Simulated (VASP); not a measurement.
Write the native input for VASP 6.6.1 that does the following.

```yaml
Task: single point
Functional: PBE
Potentials_or_basis: VASP PAW PBE potentials, release 64 (W_sv, C)
Cutoff: 520 eV
k_mesh: 10 × 10 × 9
Occupations: gaussian, width 0.03 eV
Spin: no spin polarisation
Further_INCAR_settings: ALGO = Normal; EDIFF = 1e-07
```

The structure of WC (Qusongite) lies in POSCAR:

```
WC
1.0
    2.9065000000      0.0000000000      0.0000000000
   -1.4532500000      2.5171028361      0.0000000000
    0.0000000000      0.0000000000      2.8366000000
W C
1 1
Direct
    0.0000000000      0.0000000000      0.0000000000
    0.6666666667      0.3333333333      0.5000000000
```

These files were run (other wordings do the same):

INCAR

```
SYSTEM = WC
PREC = Accurate ; ENCUT = 520
EDIFF = 1E-7 ; ISMEAR = 0
SIGMA = 0.03 ; LREAL = .False.
LASPH = .True. ; NELM = 60
ALGO = Normal ; ISIF = 2
LWAVE = .False. ; LCHARG = .False.
GGA = PE
```

KPOINTS

```
regular mesh
0
Gamma
  10 10 9
  0 0 0
```

Potentials or basis: VASP PAW PBE potentials, release 64 (W_sv, C).

Command:

```bash
$ cat potpaw_PBE.64/W_sv/POTCAR potpaw_PBE.64/C/POTCAR > POTCAR
$ mpirun -np 1 vasp_std > vasp.out
```

It gave:

The pressure is 6.7 GPa and the band gap on the k mesh is none (metal or under the smearing width).

Wall time 27 s on 1 thread of Intel(R) Xeon(R) Platinum 8375C CPU @ 2.90GHz (Ice Lake) (shared host), peak memory 0.15 GiB.
